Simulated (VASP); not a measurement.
Here is a VASP 6.6.1 calculation.

The input INCAR:

```
SYSTEM = Al16N15
PREC = Accurate
ENCUT = 450
EDIFF = 1E-5
ISMEAR = 0
SIGMA = 0.03
LREAL = Auto
LASPH = .TRUE.
NELM = 120
ALGO = All
ISIF = 2
LWAVE = .FALSE.
LCHARG = .FALSE.
ISPIN = 2
MAGMOM = 0.5 0 0 0 0 0 0 0 0.5 0 0.5 0 0.5 0 0 0 0 0 0 0 0 0 0 0 0 0 0 0 0 0 0
LORBIT = 11
GGA = PS
NELECT = 122.0
ISYM = 0
KPAR = 4
```

The input KPOINTS:

```
regular mesh
0
G
  3 3 2
  0 0 0
```

Contents of POSCAR:

```
Al16N15
1.0
    6.2200008610      0.0000000000      0.0000000000
   -3.1100004305      5.3866787572      0.0000000000
    0.0000000000      0.0000000000      9.9600000000
Al N
16 15
Direct
    0.3333333333      0.1666666667      0.0000000000
    0.3333333333      0.1666666667      0.5000000000
    0.3333333333      0.6666666667      0.0000000000
    0.3333333333      0.6666666667      0.5000000000
    0.8333333333      0.1666666667      0.0000000000
    0.8333333333      0.1666666667      0.5000000000
    0.8333333333      0.6666666667      0.0000000000
    0.8333333333      0.6666666667      0.5000000000
    0.1666666667      0.3333333333      0.2500000000
    0.1666666667      0.3333333333      0.7500000000
    0.1666666667      0.8333333333      0.2500000000
    0.1666666667      0.8333333333      0.7500000000
    0.6666666667      0.3333333333      0.2500000000
    0.6666666667      0.3333333333      0.7500000000
    0.6666666667      0.8333333333      0.2500000000
    0.6666666667      0.8333333333      0.7500000000
    0.3333333333      0.1666666667      0.6910000000
    0.3333333333      0.6666666667      0.1910000000
    0.3333333333      0.6666666667      0.6910000000
    0.8333333333      0.1666666667      0.1910000000
    0.8333333333      0.1666666667      0.6910000000
    0.8333333333      0.6666666667      0.1910000000
    0.8333333333      0.6666666667      0.6910000000
    0.1666666667      0.3333333333      0.4410000000
    0.1666666667      0.3333333333      0.9410000000
    0.1666666667      0.8333333333      0.4410000000
    0.1666666667      0.8333333333      0.9410000000
    0.6666666667      0.3333333333      0.4410000000
    0.6666666667      0.3333333333      0.9410000000
    0.6666666667      0.8333333333      0.4410000000
    0.6666666667      0.8333333333      0.9410000000
```

Potentials or basis: VASP PAW PBE potentials, release 64 (Al, N).

Run with:

```bash
$ cat potpaw_PBE.64/Al/POTCAR potpaw_PBE.64/N/POTCAR > POTCAR
$ mpirun -np 4 vasp_std > vasp.out
```

**Question.** Predict the largest force.

**Answer.** 1.214 eV/Å.

**Question.** Predict the net moment.

**Answer.** 0.00 μB per cell.

Forces on the atoms (eV/Å):
```
Al   0.000  0.000 -1.214
Al   0.000  0.000  0.604
Al   0.195  0.113 -0.401
Al   0.268  0.155  0.275
Al   0.000 -0.226 -0.401
Al   0.000 -0.309  0.275
Al  -0.195  0.113 -0.402
Al  -0.268  0.155  0.275
Al  -0.651  0.376  0.494
Al   0.078 -0.045 -0.351
Al   0.000 -0.752  0.494
Al   0.000  0.090 -0.351
Al   0.651  0.376  0.494
Al  -0.078 -0.045 -0.351
Al   0.000  0.000  0.423
Al   0.000  0.000 -0.137
N    0.000  0.000  0.031
N    0.082  0.048 -0.117
N   -0.101 -0.058  0.043
N    0.000 -0.095 -0.117
N    0.000  0.117  0.043
N   -0.082  0.047 -0.117
N    0.101 -0.058  0.043
N    0.273 -0.158 -0.656
N    0.166 -0.096  0.808
N    0.000  0.316 -0.656
N    0.000  0.192  0.808
N   -0.273 -0.158 -0.656
N   -0.166 -0.096  0.808
N    0.000  0.000 -0.281
N    0.000  0.000  0.295
```

Caveat: the PAW data sets were made with another functional, which shifts forces and pressure a little.
